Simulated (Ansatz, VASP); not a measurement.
One calculation of Pb, two programs

INCAR

```
SYSTEM = Pb
ALGO = Normal
EDIFF = 1E-6
EDIFFG = -0.01
ENCUT = 600
GGA = PS
IBRION = 2
ISIF = 3
ISMEAR = -1
IVDW = 13
LASPH = .TRUE.
LCHARG = .FALSE.
LREAL = .FALSE.
LWAVE = .FALSE.
NELM = 60
NSW = 60
PREC = Accurate
SIGMA = 0.05
```

The input KPOINTS:

```
k-points
0
G
  9 9 9
  0 0 0
```

Contents of POSCAR:

```
Pb
1.0
    0.0000000000      2.4750200000      2.4750200000
    2.4750200000      0.0000000000      2.4750200000
    2.4750200000      2.4750200000      0.0000000000
Pb
1
Direct
    0.0000000000      0.0000000000      0.0000000000
```

The input input.yaml:

```yaml
crystal:
  lattice:
    - [0.0, 2.47502, 2.47502]
    - [2.47502, 0.0, 2.47502]
    - [2.47502, 2.47502, 0.0]
  atoms:
    - { symbol: Pb, position: [0.0, 0.0, 0.0] }
hamiltonian:
  xc: pbesol
  pseudopotentials: { kind: paw }
  dispersion: d4
kpoints:
  mp_grid: { grid: [9, 9, 9] }
scf:
  occupations: { method: fermi_dirac, width: 0.05 }
output:
  forces: true
  stress: true
  eigenvalues: true
relax:
  f_tol: 0.01
  max_steps: 40
  cell: { stress_tol: 0.05 }
```

Alike in both runs: task relaxation of cell and atoms; functional PBEsol; dispersion D4; k mesh 9 × 9 × 9; occupations fermi-dirac, width 0.05 eV; no spin polarisation.

|  | VASP | Ansatz |
| --- | --- | --- |
| version | VASP 6.6.1 | Ansatz 0.2.0 |
| potentials or method | VASP PAW PBE potentials, release 64 (Pb_d) | Ansatz PAW |
| plane-wave cutoff (eV) | 600 | 420 |
| valence electrons in the cell | 14 | 14 |

Ansatz gave:

* gap on the k mesh at the Fermi level, each at its own relaxed structure (eV): none
* relaxed volume (Å³/atom): 29.16
* relaxed cell length with the largest relative difference (Å): 3.455
* energy change over the relaxation (meV/atom): -7

Problem. Which values does VASP return?

Solution. gap on the k mesh at the Fermi level, each at its own relaxed structure (eV): none; relaxed volume (Å³/atom): 29.15; relaxed cell length with the largest relative difference (Å): 3.454; energy change over the relaxation (meV/atom): -7.

A gap of «none» marks a metal or a gap that the smearing closes.

Caveats: pairwise dispersion overbinds metals, which lowers pressure and volume; the PAW data sets were made with another functional, which shifts forces and pressure a little (VASP); the plane-wave basis is chosen anew once the cell has moved, so the energies of steps on either side of that aren't comparable (Ansatz); the PAW data sets come from PBE, with cores solved anew for the run's functional, which leaves a small shift of forces and pressure (Ansatz). The runs have no spin-orbit coupling, so splittings on Pb are missing.
